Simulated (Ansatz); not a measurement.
AlAs: zone-centre modes at 20 GPa

Level of theory: Ansatz 0.2.0, DFT PBE, scalar-relativistic, plane waves, PAW. Cutoff 420 eV, 10×10×10 k-points (Γ-centred), fixed occupations. No spin polarisation. Phonons by linear response, acoustic sum rule imposed.

The cell, relaxed at 20 GPa:
```
CELL_PARAMETERS angstrom
0.00000 2.68263 2.68263
2.68263 0.00000 2.68263
2.68263 2.68263 0.00000
ATOMIC_POSITIONS crystal
Al 0.00000 0.00000 0.00000
As 0.75000 0.75000 0.75000
```

Other phases may be more stable at this pressure.

(1) Give the high-frequency dielectric tensor ε∞.

(2) Give the Born effective charges.

(3) How large is the static dielectric tensor with the ions free to move, and what share of it is ionic?

## Answers

(1)
```
8.78 0.00 0.00
0.00 8.78 0.00
0.00 0.00 8.78
```

(2)
| atom | Z*xx | Z*yy | Z*zz | mean |
| --- | --- | --- | --- | --- |
| Al (atom 1) | 2.04 | 2.04 | 2.04 | 2.04 |
| As (atom 2) | -2.04 | -2.04 | -2.04 | -2.04 |

(3)
```
10.2  0.0  0.0
 0.0 10.2  0.0
 0.0  0.0 10.2
```
The ions give 14 % of its trace.

Cost: 1 run of about 0.55 core-minutes, on AMD EPYC 9R45 (Zen 5) (shared hosts).